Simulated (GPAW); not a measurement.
Runs of GPAW 26.7.0 on CdSe. Symmetry: F-43m, No. 216, cubic system. Conventional cell: a = 6.141 Å, b = 6.141 Å, c = 6.141 Å, α = 90.00°, β = 90.00°, γ = 90.00°. Cd (site symmetry -43m) has 4 Se at 2.66 Å as nearest neighbours. Se (site symmetry -43m) is surrounded by 4 Cd at 2.66 Å. Measurements of this composition are mostly on another form, of space group No. 186.

| task | level | potentials or basis | spin | cell | k mesh | cutoff (eV) | smearing | maxiter | band path | band points | spin axis theta (degrees) | spin axis phi (degrees) | mesh quality | gap on the mesh (eV) | pressure (GPa) | V0 of scaled cells (Å³/atom) | B0 (GPa) |
| --- | --- | --- | --- | --- | --- | --- | --- | --- | --- | --- | --- | --- | --- | --- | --- | --- | --- |
| band structure | r2SCAN | GPAW PAW data sets (gpaw-data 1.2.1), pw | SOC, no magnetisation | as given | 6 × 6 × 6 | 600 | fermi-dirac 0.05 eV | 150 | GXWKGLUWLK,UX | 80 | 90 | 0 | not flagged | 0.88 | -0.3 | - | - |
| one-shot levels on a semilocal density | TPSS | GPAW PAW data sets (gpaw-data 1.2.1), pw | off | volume scaled by 1.08 | 5 × 5 × 5 | 400 | fermi-dirac 0.001 eV | 150 | - | - | - | - | not flagged | (b) | - | - | - |
| band structure | r2SCAN | GPAW PAW data sets (gpaw-data 1.2.1), pw | off | as given | 8 × 8 × 8 | 600 | fermi-dirac 0.05 eV | 150 | GXWKGLUWLK,UX | 60 | - | - | not flagged | 1.01 | -0.3 | - | - |
| equation of state | WC | PAW data sets generated in the run's folder for this functional, pw | off | as given | 6 × 6 × 6 | 600 | fermi-dirac 0.05 eV | 150 | - | - | - | - | not flagged | - | - | 28.07 | (a) |
| equation of state | RPBE+D4 | the program's PAW data sets (release 1.2.1) made for this functional, pw | off | as given | 6 × 6 × 6 | 600 | fermi-dirac 0.05 eV | 150 | - | - | - | - | not flagged | - | - | 28.46 | 49 |
| relaxation of cell and atoms | BLYP | PAW data sets generated in the run's folder for this functional, pw | off | relaxed | 8 × 8 × 8 | 600 | fermi-dirac 0.05 eV | 150 | - | - | - | - | not flagged | 0.29 | 0.0 | - | - |
| hybrid scf | r2SCAN50 | GPAW PAW data sets (gpaw-data 1.2.1), pw | off | volume scaled by 1.08 | 4 × 4 × 4 | 400 | fermi-dirac 0.001 eV | 40 | - | - | - | - | coarse | 3.62 | - | - | - |
| equation of state | BLYP+D4 | PAW data sets generated in the run's folder for this functional, pw | off | as given | 6 × 6 × 6 | 600 | fermi-dirac 0.05 eV | 150 | - | - | - | - | not flagged | - | - | 28.94 | 48 |

Q: Fill in the values left out.

A: (a) 53; (b) 0.61.

Caveats: some runs use coarse meshes; the PAW data sets were made with another functional, which shifts forces and pressure a little (some runs); spin-orbit coupling was added after a scalar SCF, so levels and gaps hold it while energy, forces, pressure and moments don't (some runs); this program's spin-orbit splittings come out too wide for heavy elements (some runs); energy and the plain gap are those of the semilocal run (some runs); the hybrids' values are one shot on its orbitals and mesh (some runs); later steps reuse the first step's grids (some runs); exact exchange converges slowly with the k mesh, and this mesh is small (some runs).

A k mesh can miss the band edges, and rows without SOC leave out spin-orbit coupling on Cd, Se.

Runs at the PBE level aren't shown here.
